A shared set of band gaps receives a new entry that lies a tenth of an eV away from the others, and someone must decide whether to accept it or run it again. The ten calculations of diamond below treat the same crystal with the same functional, so they show how far the numerical method alone can move the answer. The size of a deviation turns out to be a poor guide. One SIESTA gap lies about 0.12 eV above the finest all-electron result, but only about half of that is left for its orbital basis to explain, since a plane-wave run with nearly the same potential already shows the rest. One FLEUR gap lies about 0.13 eV below the same result and probably comes from a poor setting.

Band gaps of diamond from Kohn-Sham DFT with the PBE functional, computed with the 2025 and 2026 releases of the programs named in the table. All runs use the same fixed two-atom cell, a 13×13×13 k mesh and Fermi-Dirac smearing of 0.05 eV, without spin polarisation or spin-orbit coupling. Both gaps are taken between levels on the k mesh. The mesh can miss the true conduction minimum and so make the gap slightly too wide, but all rows share it, so their differences should suffer little.

```
         program                                  potentials      basis  gap (eV)  direct gap (eV)
           FLEUR                                all electron     4 Kmax     4.021            5.592
           FLEUR                                all electron   4.5 Kmax     4.143            5.633
           FLEUR                                all electron  5.33 Kmax     4.148            5.600
          Ansatz                       Ansatz PAW small core     420 eV     4.150            5.594
          Ansatz                         SSSP efficiency PAW     612 eV     4.158            5.603
           FLEUR                                all electron   3.5 Kmax     4.177            5.674
Quantum ESPRESSO            PseudoDojo 0.4.1 SR PBE standard    1116 eV     4.200            5.624
          Ansatz                                     SPMS NC    1034 eV     4.200            5.626
          SIESTA                                   Ansatz NC        DZP     4.239            5.671
          SIESTA  PseudoDojo 0.4 standard, converted to PSML        TZP     4.265            5.652
```

The gap is the energy from the highest filled level to the lowest empty one, wherever on the mesh these two lie. The direct gap compares levels at the same crystal momentum. In diamond the highest filled level sits at the zone centre and the lowest empty one away from it, so the two gaps share their lower edge but not their upper one. In the basis column, a value in eV is the highest kinetic energy of the plane waves, and Kmax is FLEUR's plane-wave limit in inverse bohr. DZP and TZP are sets of atom-centred orbitals, with two or three radial functions for each valence orbital and added polarisation orbitals, which let the charge around an atom deform.

**Why errors hide in a gap**

A gap is a difference, so it reveals only the part of an error that its two levels do not share. If an approximation raises the upper level by $\delta_c$ and the lower one by $\delta_v$, the gap changes by $\delta_c-\delta_v$. A hydrogen atom described with too few functions behaves in this way: each level comes out too high, yet the spacing between 1s and 2s can err in either direction. The likeness is limited, because in diamond the potential also responds to the changed electron density. Some poor settings also distort the functions instead of removing any, and then the levels need not rise.

The FLEUR row at 4 Kmax shows this cancellation at work. Measured from the carbon 1s level and compared with the run at 5.33 Kmax, the valence top lies 0.24 eV higher and the conduction level above it at the zone centre 0.23 eV higher. The direct gap therefore looks sound, though perhaps partly by chance, since the FLEUR rows at 3.5 and 4.5 Kmax both have wider ones. The conduction minimum away from the centre rises by only 0.11 eV, so the gap closes by 0.13 eV.

The levels that rise most have a common character. At the zone centre, the valence top and the conduction level above it are built mainly from carbon p functions, as bonding and antibonding partners. The lowest valence level there is s-like and rises by only 0.09 eV, and the conduction minimum, which mixes s and p, rises little more. The same run also holds slightly less p charge inside the atomic spheres. The error thus falls mainly on p-like states.

The likely source is the angular cutoff, the highest angular momentum kept inside those spheres. It is 4 in this run, whereas a rule of thumb asks for about Kmax times the sphere radius, here 5.4. Symmetry supports the suspicion: the first component cut away, with angular momentum 5, can take part in the p-like levels at the zone centre but not in the s-like one. It can also enter the conduction minimum, so symmetry alone does not set the size of each shift. The case is not closed, because the finer run also has a larger Kmax. Yet the row at 3.5 Kmax, with still fewer plane waves, shows no such drop, although its angular cutoff is not listed here.

**Why the other rows spread upward**

The SIESTA rows have the largest gaps. SIESTA with TZP and Quantum ESPRESSO use nearly the same potential, yet the SIESTA gap is 0.065 eV wider and its total energy 0.24 eV per cell higher. The higher energy points to a less complete basis. Missing polarisation orbitals are not the reason: both sets include them, and neither SIESTA run carries a warning about its basis. A general caution about bases without such orbitals comes from the data makers' tests on other systems, not from these runs. Still, only two basis sets were tried, so part of the excess may belong to them and not to local orbitals as such. Atom-centred orbitals are shaped for filled states, so theory lets us expect that they describe empty states less well and push them up further. The DZP row does not test this, because its potential differs as well.

A smaller step separates norm-conserving potentials from PAW and all-electron methods. Both plane-wave rows with norm-conserving potentials give 4.200 eV, about 0.05 eV above FLEUR at 5.33 Kmax, while both PAW rows stay within 0.01 eV of it. Freezing the 1s core is not enough to explain the step, since the PAW run at 420 eV freezes it too. The cutoffs are usual working values and not converged limits, so part of the step may still be basis error. The PAW run at 420 eV, for one, needs a correction of about 1 GPa to its stress because its basis is finite, and its close agreement with FLEUR may owe something to cancellation. My guess is that, beyond this, the smoothed potentials scatter electrons slightly wrongly at the energies of the empty states. The practical lesson is firmer: two programs can agree to a thousandth of an eV and still share an offset.

**A simple model and how far it goes**

These two steps can be added to a common gap:

$$E_g = E_0 + s_{\mathrm{NC}} + s_{\mathrm{LO}}$$

Here $E_0$ is the level of the PAW and all-electron rows, $s_{\mathrm{NC}}$ applies to norm-conserving potentials and $s_{\mathrm{LO}}$ to local orbitals. The three constants were fitted to nine rows, leaving out FLEUR at 4 Kmax because of its low angular cutoff. For SIESTA with TZP, which was part of the fit, the sum is

$$4.155 + 0.045 + 0.052 = 4.252\ \text{eV},$$

against 4.265 eV in the table.

The typical miss over the nine rows is 0.011 eV, about half that of a model with the local-orbital step alone. The largest miss, 0.022 eV, belongs to FLEUR at 3.5 Kmax, whose gap is wider than the model says. It has the fewest plane waves of the FLEUR runs and the widest direct gap in the table, so a coarse basis is the likely reason, though this was not tested separately. Because both SIESTA rows also use norm-conserving potentials, the model amounts to three group averages. It does not test whether the steps really add, nor does it establish their causes. It fails for the row left out, where it predicts a gap 0.13 eV too wide. That failure is useful, since it marks a row that needs an explanation of its own. The printed output after this note gives both fits and the level shifts.

**What to do with a deviating gap**

Compare the entry first with runs of the same kind. If it stands apart, look at the total energy within the same program and potential, and, in an all-electron run, at several levels measured from a core level. A sound direct gap is no clearance, as the irregular row shows. In FLEUR, raise the angular cutoff together with Kmax. For another material, the orbital character of the two levels that bound the gap hints at what may cancel, but it gives no firm rule. The direct gap here joins two p-like levels, yet at 3.5 Kmax it departs further from the finest run than the gap does.

None of this brings the result close to experiment. The measured gap is roughly 5.5 eV, a recalled value, and the finest all-electron run falls short of it by about 1.4 eV. Functionals of this type are known to give gaps that are too small, and the true shortfall is larger still, because the zero-point motion of the atoms, left out here, narrows the measured gap. A neighbouring series with a hybrid functional, which mixes in exact exchange, would open all these gaps by far more than the programs differ. Choosing the functional therefore matters more than choosing the program, once the settings are sound.

Output of the analysis:

```
Spread of all ten gaps, eV: 0.244
Spread of gaps without FLEUR 4 Kmax, eV: 0.122
Largest distance of a PAW gap from FLEUR 5.33 Kmax, eV: 0.01
Plane-wave norm-conserving mean less FLEUR 5.33 Kmax, gap, eV: 0.052
Plane-wave norm-conserving mean less FLEUR 5.33 Kmax, direct gap, eV: 0.025
SIESTA TZP less Quantum ESPRESSO, gap, eV: 0.065
SIESTA TZP less Quantum ESPRESSO, direct gap, eV: 0.028
SIESTA TZP less Quantum ESPRESSO, total energy, eV per cell: 0.2445
FLEUR 4 less 5.33 Kmax, gap, eV: -0.127
FLEUR 4 less 5.33 Kmax, direct gap, eV: -0.008
FLEUR 4 Kmax less mean of 3.5 and 4.5 Kmax, gap, eV: -0.139
FLEUR 4 less 5.33 Kmax, total energy, eV per cell: 0.4656
Rise of valence top from 1s, FLEUR 4 less 5.33 Kmax, eV: 0.2415
Rise of zone-centre conduction level from 1s, same pair, eV: 0.2335
Rise of conduction minimum from 1s, same pair, eV: 0.1145
Rise of lowest valence level at zone centre from 1s, same pair, eV: 0.0865
Kmax times sphere radius for FLEUR 4 Kmax: 5.4
Rough recalled measured gap 5.5 less FLEUR 5.33 Kmax, eV: 1.352
fit of result_gap on 9 rows (~bad): constant 4.155 +/- 0.0059, coefficient of nstep 0.0448 +/- 0.011, coefficient of lstep 0.052 +/- 0.013; rms 0.0108, worst FLEUR -0.0218, leave-one-out rms 0.0165
  rows outside the fit (model, value, miss): FLEUR 4.155, 4.021, 0.134
fit of result_gap on 9 rows (~bad): constant 4.168 +/- 0.0089, coefficient of lstep 0.084 +/- 0.019; rms 0.0209, worst Quantum ESPRESSO -0.032, leave-one-out rms 0.0263
  rows outside the fit (model, value, miss): FLEUR 4.168, 4.021, 0.147
```
